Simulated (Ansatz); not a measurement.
# Ti5C6: the cost of one run

Program: Ansatz 0.2.0. Level of theory: DFT PBE, scalar-relativistic, plane waves, PAW. These are calculated values, not measurements.

1 further run of the same task is left out (set aside as unsound or not needed).

## Step 1: Starting point

It takes space group Fm-3m (No. 225, cubic). The conventional cell has a = 4.333 Å, b = 4.333 Å, c = 4.333 Å, α = 90.00°, β = 90.00°, γ = 90.00°. Around Ti (site symmetry m-3m) lie 6 C at 2.17 Å. C (site symmetry m-3m) is surrounded by 6 Ti at 2.17 Å.

As a file:

```cif
data_structure
_symmetry_space_group_name_H-M 'Fm-3m'
_symmetry_Int_Tables_number 225
_cell_length_a 4.3329
_cell_length_b 4.3329
_cell_length_c 4.3329
_cell_angle_alpha 90.000
_cell_angle_beta 90.000
_cell_angle_gamma 90.000
_cell_volume 81.35
loop_
_atom_site_label
_atom_site_type_symbol
_atom_site_symmetry_multiplicity
_atom_site_Wyckoff_symbol
_atom_site_fract_x
_atom_site_fract_y
_atom_site_fract_z
_atom_site_occupancy
Ti1 Ti 4 a 0.00000 0.00000 0.00000 1
C1 C 4 b 0.50000 0.00000 0.00000 1
```

It is the result of an earlier relaxation at this level (volume 10.17 Å³/atom; gap on the mesh: none (metal)).

The bulk reference comes from a run made before at the same settings: -1376.1365 eV/atom.

## Step 2: The (111) slab

Planes are indexed in the bulk's conventional cell (Fm-3m (No. 225)), a = 4.333 Å, b = 4.333 Å, c = 4.333 Å, α = 90.00°, β = 90.00°, γ = 90.00°.

Cut from the relaxed bulk: a (111) slab, 12.5 Å thick as cut, with 15 Å of vacuum; its outer planes are C (top) and C (bottom).

The slab as cut. Layers, bottom to top:

```tsv
plane	atoms per cell	height over the lowest (Å)
1	C	0.00
2	Ti	1.25
3	C	2.50
4	Ti	3.75
5	C	5.00
6	Ti	6.25
7	C	7.50
8	Ti	8.76
9	C	10.01
10	Ti	11.26
11	C	12.51
```

## Step 3: Single point on the unrelaxed (111) slab

A dipole layer in the vacuum cancels the field that periodic copies would set up if the slab's two faces differ.

The input, input.yaml:

```yaml
crystal:
  lattice:
    - [3.0638392726, 0.0, 0.0]
    - [-1.5319196363, 2.6533626432, 0.0]
    - [0.0, 0.0, 27.5080714528]
  atoms:
    - { symbol: C, position: [0.3333333333, 0.6666666667, 0.2726472487] }
    - { symbol: Ti, position: [0.6666666667, 0.3333333333, 0.318117799] }
    - { symbol: C, position: [0.0, 0.0, 0.3635883492] }
    - { symbol: Ti, position: [0.3333333333, 0.6666666667, 0.4090588995] }
    - { symbol: C, position: [0.6666666667, 0.3333333333, 0.4545294497] }
    - { symbol: Ti, position: [0.0, 0.0, 0.5] }
    - { symbol: C, position: [0.3333333333, 0.6666666667, 0.5454705503] }
    - { symbol: Ti, position: [0.6666666667, 0.3333333333, 0.5909411005] }
    - { symbol: C, position: [0.0, 0.0, 0.6364116508] }
    - { symbol: Ti, position: [0.3333333333, 0.6666666667, 0.681882201] }
    - { symbol: C, position: [0.6666666667, 0.3333333333, 0.7273527513] }
basis:
  ecutwfc: 420
kpoints:
  mp_grid: { grid: [12, 12, 1] }
hamiltonian:
  xc: pbe
scf:
  occupations: { method: gaussian, width: 0.1 }
output:
  forces: true
  stress: true
  eigenvalues: true
  write_density: true
  write_potential: true
  elf: true
  volumetric_format: npy
efield:
  axis: 3
  dipole_correction: true
  ramp_width: 0.04
```

The run is started by

```console
$ ansatz run input.yaml --threads 1 --pin off --max-ram 2560MiB --backend cpu --events-out ev --progress --plain --runs-dir out
```

What time and memory should one allow on 1 thread of Intel Xeon at 2.50GHz (Skylake/Cascade Lake), shared host?

About 51 s, with a peak of 0.53 GiB.
